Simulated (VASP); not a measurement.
# Ru in VASP: relaxation of the atoms with LDA

Aim: the relaxation of the atoms of Ru with LDA.

Program: VASP 6.6.1. These are calculated values, not measurements. Logs are shortened: lines on timing, memory, paths and dates and some standing lists are left out, and cuts for length are marked.

**1. The structure**

The cell holds a slab with vacuum, 9 atoms: a = 2.706 Å, b = 2.706 Å, c = 34.528 Å, α = 90.00°, β = 90.00°, γ = 60.00°.

The slab is cut from a database's or a generator's crystal, which needn't be the stable form of the element.

**2. Relaxation of the atoms, LDA**

The input, INCAR:

```
PREC     = Accurate       # precision mode
ENCUT    = 400            # plane-wave cutoff, eV
EDIFF    = 1E-6           # SCF threshold, eV
ISMEAR   = 0              # smearing method
SIGMA    = 0.1            # smearing width, eV
LREAL    = False          # projectors in reciprocal space
LASPH    = True           # aspherical terms in the spheres
NELM     = 60             # most SCF steps
ALGO     = Normal         # electronic algorithm
ISIF     = 2              # what is computed and relaxed
LWAVE    = False          # write WAVECAR
LCHARG   = False          # write CHGCAR
IBRION   = 2              # ionic algorithm
NSW      = 40             # ionic steps
EDIFFG   = -0.02          # ionic threshold
```

The input, KPOINTS:

```
Automatic mesh
0
Gamma
  16 16 1
```

The input, POSCAR:

```
Ru
1.0
    2.7060000000      0.0000000000      0.0000000000
    1.3530000000      2.3434647426      0.0000000000
    0.0000000000      0.0000000000     34.5280000000
Ru
9
Direct
    0.0000000000      0.0000000000      0.2519694161
    0.3333333333      0.3333333333      0.3139770621
    0.0000000000      0.0000000000      0.3759847081
    0.3333333333      0.3333333333      0.4379923540
    0.0000000000      0.0000000000      0.5000000000
    0.3333333333      0.3333333333      0.5620076460
    0.0000000000      0.0000000000      0.6240152919
    0.3333333333      0.3333333333      0.6860229379
    0.0000000000      0.0000000000      0.7480305839
```

Potentials or basis: VASP PAW LDA potentials, release 64 (Ru_pv).

On the command line:

```bash
cat potpaw_LDA.64/Ru_pv/POTCAR > POTCAR
mpirun -np 1 vasp_std > vasp.out
```

OUTCAR:

```text
PREC = Accurate
   ENCUT = 400
   EDIFF = 1E-6
   ISMEAR = 0
   LREAL = False
   LASPH = True
   NELM = 60
   ISIF = 2
   IBRION = 2
   NSW = 40
   EDIFFG = -0.02

 ion  position               nearest neighbor table
   1  0.000  0.000  0.252-   2 2.65   2 2.65   2 2.65
   2  0.333  0.333  0.314-   1 2.65   3 2.65   1 2.65   3 2.65   1 2.65   3 2.65
   3  0.000  0.000  0.376-   4 2.65   4 2.65   4 2.65   2 2.65   2 2.65   2 2.65
   4  0.333  0.333  0.438-   3 2.65   3 2.65   3 2.65   5 2.65   5 2.65   5 2.65
   5  0.000  0.000  0.500-   4 2.65   6 2.65   4 2.65   6 2.65   4 2.65   6 2.65
   6  0.333  0.333  0.562-   7 2.65   7 2.65   7 2.65   5 2.65   5 2.65   5 2.65
   7  0.000  0.000  0.624-   6 2.65   6 2.65   6 2.65   8 2.65   8 2.65   8 2.65
   8  0.333  0.333  0.686-   7 2.65   9 2.65   7 2.65   9 2.65   7 2.65   9 2.65
   9  0.000  0.000  0.748-   8 2.65   8 2.65   8 2.65

  LATTYP: Found a hexagonal cell.
 ALAT       =     2.7060000000
 C/A-ratio  =    12.7597930526

  Lattice vectors:

 A1 = (  -1.3530000000,  -2.3434647426,   0.0000000000)
 A2 = (   2.7060000000,   0.0000000000,   0.0000000000)
 A3 = (   0.0000000000,   0.0000000000,  34.5280000000)

Analysis of symmetry for initial positions (statically):
=====================================================================
 Subroutine PRICEL returns:
 Original cell was already a primitive cell.

 Routine SETGRP: Setting up the symmetry group for a
 hexagonal supercell.

 Subroutine GETGRP returns: Found 12 space group operations
 (whereof 12 operations were pure point group operations)
 out of a pool of 24 trial point group operations.

The static configuration has the point symmetry D_3h.

Analysis of symmetry for dynamics (positions and initial velocities):
=====================================================================
 Subroutine PRICEL returns:
 Original cell was already a primitive cell.

 Routine SETGRP: Setting up the symmetry group for a
 hexagonal supercell.

 Subroutine GETGRP returns: Found 12 space group operations
 (whereof 12 operations were pure point group operations)
 out of a pool of 24 trial point group operations.

The dynamic configuration has the point symmetry D_3h.

 Subroutine INISYM returns: Found 12 space group operations
 (whereof 12 operations are pure point group operations),
 and found     1 'primitive' translations

----------------------------------------------------------------------------------------

                                     Primitive cell

  volume of cell :     218.9564

  direct lattice vectors                    reciprocal lattice vectors
     2.706000000  0.000000000  0.000000000     0.369549150 -0.213359301  0.000000000
     1.353000000  2.343464743  0.000000000     0.000000000  0.426718603  0.000000000
     0.000000000  0.000000000 34.528000000     0.000000000  0.000000000  0.028962002

  length of vectors
     2.706000000  2.706000000 34.528000000     0.426718603  0.426718603  0.028962002

  position of ions in fractional coordinates (direct lattice)
     0.000000000  0.000000000  0.251969416
     0.333333333  0.333333333  0.313977062
     0.000000000  0.000000000  0.375984708
     0.333333333  0.333333333  0.437992354
     0.000000000  0.000000000  0.500000000
     0.333333333  0.333333333  0.562007646
     0.000000000  0.000000000  0.624015292
     0.333333333  0.333333333  0.686022938
     0.000000000  0.000000000  0.748030584

  ion indices of the primitive-cell ions
   primitive index   ion index
                 1           1
                 2           2
                 3           3
                 4           4
                 5           5
                 6           6
                 7           7
                 8           8
                 9           9

----------------------------------------------------------------------------------------

 KPOINTS: Automatic mesh

Automatic generation of k-mesh.
 Grid dimensions read from file:
 generate k-points for:   16   16    1

 Generating k-lattice:

  Cartesian coordinates                     Fractional coordinates (reciprocal lattice)
     0.023096822 -0.013334956  0.000000000     0.062500000  0.000000000  0.000000000
     0.000000000  0.026669913  0.000000000     0.000000000  0.062500000  0.000000000
     0.000000000  0.000000000  0.028962002     0.000000000  0.000000000  1.000000000

  Length of vectors
     0.026669913  0.026669913  0.028962002

  Shift w.r.t. Gamma in fractional coordinates (k-lattice)
     0.000000000  0.000000000  0.000000000

 Subroutine IBZKPT returns following result:
 ===========================================

 Found     30 irreducible k-points:

 Following reciprocal coordinates:
            Coordinates               Weight
  0.000000  0.000000  0.000000      1.000000
  0.062500  0.000000  0.000000      6.000000
  0.125000  0.000000  0.000000      6.000000
  0.187500  0.000000  0.000000      6.000000
  0.250000  0.000000  0.000000      6.000000
  0.312500  0.000000  0.000000      6.000000
[... 16 lines left out ...]
  0.375000  0.187500  0.000000      6.000000
  0.437500  0.187500  0.000000     12.000000
 [... further k-points ...]
   k-points           NKPTS =     30   k-points in BZ     NKDIM =     30   number of bands    NBANDS=     75
   number of dos      NEDOS =    301   number of ions     NIONS =      9
   total plane-waves  NPLWV =  77760
   dimension x,y,z NGX =    18 NGY =   18 NGZ =  240
   dimension x,y,z NGXF=    36 NGYF=   36 NGZF=  480
   ions per type =               9
   NGX,Y,Z   is equivalent  to a cutoff of  11.06, 11.06, 11.56 a.u.
   NGXF,Y,Z  is equivalent  to a cutoff of  22.12, 22.12, 23.11 a.u.
 SYSTEM =  unknown system
   PREC   = accura    normal or accurate (medium, high low for compatibility)
   ISTART =      0    job   : 0-new  1-cont  2-samecut
   ICHARG =      2    charge: 1-file 2-atom 10-const
   ISPIN  =      1    spin polarized calculation?
   LNONCOLLINEAR =      F non collinear calculations
   LSORBIT =      F    spin-orbit coupling
   LASPH  =      T    aspherical Exc in radial PAW
   ENCUT  =  400.0 eV  29.40 Ry    5.42 a.u.   4.41  4.41 56.31*2*pi/ulx,y,z
   NELM   =     60;   NELMIN=  2; NELMDL= -5     # of ELM steps
   EDIFF  = 0.1E-05   stopping-criterion for ELM
   LREAL  =      F    real-space projection
   EDIFFG = -.2E-01   stopping-criterion for IOM
   NSW    =     40    number of steps for IOM
   IBRION =      2    ionic relax: 0-MD 1-quasi-New 2-CG
   NFREE  =      1    steps in history (QN), initial steepest desc. (CG)
   ISIF   =      2    stress and relaxation
   ISYM   =      2    0-nonsym 1-usesym 2-fastsym
   POTIM  = 0.5000    time-step for ionic-motion
   TEBEG  =    0.0;   TEEND  =   0.0 temperature during run
   PSTRESS=    0.0 pullay stress
   NELECT =     126.0000    total number of electrons
   NUPDOWN=      -1.0000    fix difference up-down
   EMIN   =  10.00;   EMAX   =-10.00  energy-range for DOS
   EFERMI =   0.00;   METHOD = LEGACY
   ISMEAR =     0;   SIGMA  =   0.10  broadening in eV -4-tet -1-fermi 0-gaus
   EFERMI_NEDOS =   21; number of points for ismear=-14 and -15
   IALGO  =     38    algorithm
   IMIX   =      4    mixing-type and parameters
     AMIX     =   0.40;   BMIX     =  1.00
     AMIX_MAG =   1.60;   BMIX_MAG =  1.00
  volume/ion in A,a.u.               =      24.33       164.18
  Fermi-wavevector in a.u.,A,eV,Ry     =   1.361693  2.573226 25.228021  1.854207
  Thomas-Fermi vector in A             =   2.488247
   LORBIT       =      0    0 simple, 1 ext, 2 COOP (PROOUT), +10 PAW based schemes
   GGA     = CA    functional components
   LHFCALC =     F    Hartree Fock is set to
   AEXX    =    0.0000 exact exchange contribution
   IVDW    =     0    specifies the selected vdW correction
   LEPSILON=     F    determine dielectric tensor
   LRPA    =     F    only Hartree local field effects (RPA)
 conjugate gradient relaxation of ions
 non-spin polarized calculation
 Gauss-broadening in eV      SIGMA  =   0.10
  energy-cutoff  :      400.00
  volume of cell :      218.96
 maximum number of plane-waves:      4063
 NGX is ok and might be reduce to    18
   NGX =  9   NGY =  9   NGZ =113

--------------------------------------- Ionic step        1  -------------------------------------------

 number of electron     125.9999961 magnetization

 Free energy of the ion-electron system (eV)
  ---------------------------------------------------
  ext. energy  EPLUGINS =         0.00000000
  ---------------------------------------------------
  free energy    TOTEN  =       -93.42681645 eV

  energy without entropy =      -93.37841030  energy(sigma->0) =      -93.40261337

------------------------ aborting loop because EDIFF is reached ----------------------------------------

  FORCE on cell =-STRESS in cart. coord.  units (eV):
  Direction    XX          YY          ZZ          XY          YZ          ZX
  --------------------------------------------------------------------------------------
  -------------------------------------------------------------------------------------
  Total      -12.9609936    -12.9609936    -12.8772302     -0.0000000      0.0000000      0.0000000
  in kB      -94.8399329    -94.8399329    -94.2270086     -0.0000000      0.0000000      0.0000000
  external PRESSURE =     -94.6356248 kB  Pullay stress =       0.0000000 kB
[... 110 lines left out ...]
  FREE ENERGIE OF THE ION-ELECTRON SYSTEM (eV)
  ---------------------------------------------------
  free  energy   TOTEN  =       -93.5636484244 eV

  energy  without entropy=      -93.5116048569  energy(sigma->0) =      -93.53762664

[... ionic steps 4 to 12 ...]

--------------------------------------- Ionic step       13  -------------------------------------------

 number of electron     125.9999964 magnetization

------------------------ aborting loop because EDIFF is reached ----------------------------------------
[... 81 lines left out ...]
--------------------------------------- Ionic step       15  -------------------------------------------

 number of electron     125.9999962 magnetization

 Free energy of the ion-electron system (eV)
  ---------------------------------------------------
  ext. energy  EPLUGINS =         0.00000000
  ---------------------------------------------------
  free energy    TOTEN  =       -93.65762447 eV

  energy without entropy =      -93.61051819  energy(sigma->0) =      -93.63407133

 E-fermi :   4.8040     XC(G=0):  -8.5320

 val. band max:        4.7862964635   @ k =  -0.4375   0.1250   0.0000
 cond. band min:       4.8186800854   @ k =   0.1875   0.0625   0.0000
 fundamental gap:      0.0323836219
 Fermi energy:         4.8040389382

 k-point     1 :       0.0000    0.0000    0.0000
  band No.  band energies     occupation
      1     -38.8107      2.00000
      2     -38.7677      2.00000
      3     -38.6241      2.00000
      4     -38.3586      2.00000
      5     -38.1098      2.00000
      6     -37.9071      2.00000
[... 1861 lines left out ...]
     74       7.5430      0.00000
     75       7.7307      0.00000

 [... further k-points ...]

------------------------ aborting loop because EDIFF is reached ----------------------------------------

  FORCE on cell =-STRESS in cart. coord.  units (eV):
  Direction    XX          YY          ZZ          XY          YZ          ZX
  --------------------------------------------------------------------------------------
  -------------------------------------------------------------------------------------
  Total       -8.9803893     -8.9803893     -0.8467002     -0.0000000      0.0000000      0.0000000
  in kB      -65.7125173    -65.7125173     -6.1955887     -0.0000000      0.0000000      0.0000000
  external PRESSURE =     -45.8735411 kB  Pullay stress =       0.0000000 kB
[... 24 lines left out ...]
  FREE ENERGIE OF THE ION-ELECTRON SYSTEM (eV)
  ---------------------------------------------------
  free  energy   TOTEN  =       -93.6576244668 eV

  energy  without entropy=      -93.6105181857  energy(sigma->0) =      -93.63407133

 reached required accuracy - stopping structural energy minimisation
```

It took 43 min on 1 thread of Intel Xeon 6975P-C (Granite Rapids), shared host; peak memory 0.36 GiB.

Results:

```yaml
Free_energy: -93.6576 eV
Energy_gained_by_relaxing: 25.6 meV/atom
Ionic_steps: 15
Largest_force_after_relaxing: 0.004 eV/Å
Band_gap_on_the_k_mesh: none (metal or under the smearing width)
```

Forces on the atoms (eV/Å):
```
Ru   0.000  0.000  0.000
Ru   0.000  0.000  0.003
Ru   0.000  0.000  0.002
Ru   0.000  0.000  0.004
Ru   0.000  0.000  0.000
Ru   0.000  0.000 -0.004
Ru   0.000  0.000 -0.002
Ru   0.000  0.000 -0.003
Ru   0.000  0.000  0.000
```

The path:
```
step  energy change (eV)  largest force (eV/Å)  pressure (GPa)
   1              0.0000                1.2594           -9.46
   2             -0.1283                0.5057           -8.20
   3             -0.1368                0.4633           -7.70
   4             -0.1587                0.3173           -7.34
   5             -0.1711                0.4753           -6.66
   6             -0.1874                0.4038           -6.28
   7             -0.2123                0.3794           -5.08
   8             -0.2285                0.0775           -4.97
   9             -0.2296                0.0521           -4.92
  10             -0.2296                0.0527           -4.92
  11             -0.2301                0.0510           -4.87
  12             -0.2302                0.0720           -4.84
  13             -0.2306                0.0423           -4.74
  14             -0.2307                0.0248           -4.62
  15             -0.2308                0.0044           -4.59
```

Final structure:
```cif
data_structure
_symmetry_space_group_name_H-M 'P 1'
_symmetry_Int_Tables_number 1
_cell_length_a 2.7060
_cell_length_b 2.7060
_cell_length_c 34.5280
_cell_angle_alpha 90.000
_cell_angle_beta 90.000
_cell_angle_gamma 60.000
_cell_volume 218.96
loop_
_atom_site_label
_atom_site_type_symbol
_atom_site_fract_x
_atom_site_fract_y
_atom_site_fract_z
_atom_site_occupancy
Ru1 Ru 0.00000 0.00000 0.25875 1
Ru2 Ru 0.33333 0.33333 0.31712 1
Ru3 Ru 0.00000 0.00000 0.37805 1
Ru4 Ru 0.33333 0.33333 0.43928 1
Ru5 Ru 0.00000 0.00000 0.50000 1
Ru6 Ru 0.33333 0.33333 0.56072 1
Ru7 Ru 0.00000 0.00000 0.62195 1
Ru8 Ru 0.33333 0.33333 0.68288 1
Ru9 Ru 0.00000 0.00000 0.74125 1
```

Levels at points of the mesh, in eV from the Fermi level:
```csv
k point,band 57,band 58,band 59,band 60,band 61,band 62,band 63,band 64,band 65,band 66
"(0.00, 0.00, 0.00)",-2.19,-2.05,-2.05,-1.89,-1.41,-1.41,-1.00,-1.00,-0.98,-0.51
"(0.50, 0.00, 0.00)",-0.04,0.35,0.66,1.06,1.22,1.33,1.34,1.46,1.55,1.58
```
